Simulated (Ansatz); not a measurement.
Moving the functional in KI

Symmetry: Fm-3m, No. 225, cubic system. Conventional cell: a = 7.066 Å, b = 7.066 Å, c = 7.066 Å, α = 90.00°, β = 90.00°, γ = 90.00°. I (site symmetry m-3m) has 6 K at 3.53 Å as nearest neighbours. K (site symmetry m-3m) has 6 I at 3.53 Å as nearest neighbours.

Kept alike: task single point; k mesh 6 × 6 × 6; occupations fermi-dirac, width 0.05 eV; no spin polarisation. Program: Ansatz, PAW datasets made for the crystal. Cutoffs run from 200 to 290 eV. The mesh is that of the run's cell of 2 atoms. No spin-orbit coupling.

| run | band gap (eV) |
| --- | --- |
| A | 4.962 |
| B | 5.649 |
| C | 3.966 |

Spin-orbit coupling, left out here, moves the band edges of heavy atoms and can close or invert small gaps. A gap read on the mesh alone can miss an edge between its points.

Q: The runs differ in the functional (and the cutoff that goes with it) alone: HSE06; PBE; PBE0. Which run is which?

A: Run A is HSE06; run B is PBE0; run C is PBE. The band gap runs from 3.966 (PBE) to 5.649 eV (PBE0). From PBE: HSE06 +0.996; PBE0 +1.683.
